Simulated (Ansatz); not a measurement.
# GePt: the cost of one run

Method: DFT PBE, scalar-relativistic, plane waves, PAW, in Ansatz 0.2.0.

1 further run of the same task is left out (set aside as unsound or not needed). Runs told in other sessions of the task aren't counted.

## (1) The system as given

The structure is orthorhombic, space group Pnma (No. 62). Conventional cell: a = 5.827 Å, b = 3.745 Å, c = 6.191 Å, α = 90.00°, β = 90.00°, γ = 90.00°. Ge (site symmetry m) is surrounded by 6 Pt at 2.51 to 2.70 Å. Around Pt (site symmetry m) lie 6 Ge at 2.51 to 2.70 Å.

Coordinates:

```cif
data_structure
_symmetry_space_group_name_H-M 'Pnma'
_symmetry_Int_Tables_number 62
_cell_length_a 5.8271
_cell_length_b 3.7445
_cell_length_c 6.1905
_cell_angle_alpha 90.000
_cell_angle_beta 90.000
_cell_angle_gamma 90.000
_cell_volume 135.08
loop_
_atom_site_label
_atom_site_type_symbol
_atom_site_symmetry_multiplicity
_atom_site_Wyckoff_symbol
_atom_site_fract_x
_atom_site_fract_y
_atom_site_fract_z
_atom_site_occupancy
Ge1 Ge 4 c 0.81323 0.75000 0.58749 1
Pt1 Pt 4 c 0.00178 0.75000 0.19301 1
```

It is the result of an earlier relaxation at this level (volume 16.88 Å³/atom; gap on the mesh: none (metal)).

## (2) The bulk in the cell of the plane

input.yaml reads:

```yaml
crystal:
  lattice:
    - [3.7445201704, 0.0, 0.0]
    - [0.0, 5.8271323179, 0.0]
    - [0.0, 0.0, 6.1905464465]
  atoms:
    - { symbol: Ge, position: [0.25, 0.813230229, 0.5874912392] }
    - { symbol: Ge, position: [0.75, 0.186769771, 0.4125087608] }
    - { symbol: Ge, position: [0.75, 0.686769771, 0.0874912392] }
    - { symbol: Ge, position: [0.25, 0.313230229, 0.9125087608] }
    - { symbol: Pt, position: [0.25, 1.0017840779, 0.1930138988] }
    - { symbol: Pt, position: [0.75, -0.0017840779, 0.8069861012] }
    - { symbol: Pt, position: [0.75, 0.4982159221, 0.6930138988] }
    - { symbol: Pt, position: [0.25, 0.5017840779, 0.3069861012] }
basis:
  ecutwfc: 420
kpoints:
  mp_grid: { grid: [9, 6, 6] }
hamiltonian:
  xc: pbe
scf:
  occupations: { method: gaussian, width: 0.1 }
output:
  forces: true
  stress: true
  eigenvalues: true
```

The run is started by

```console
$ ansatz run input.yaml --threads 8 --pin off --max-ram 15360MiB --backend cpu --events-out ev --progress --plain --runs-dir out
```

What time and memory should one allow on 8 threads of Arm Neoverse V2, shared host?

About 6.4 s, with a peak of 1.1 GiB.
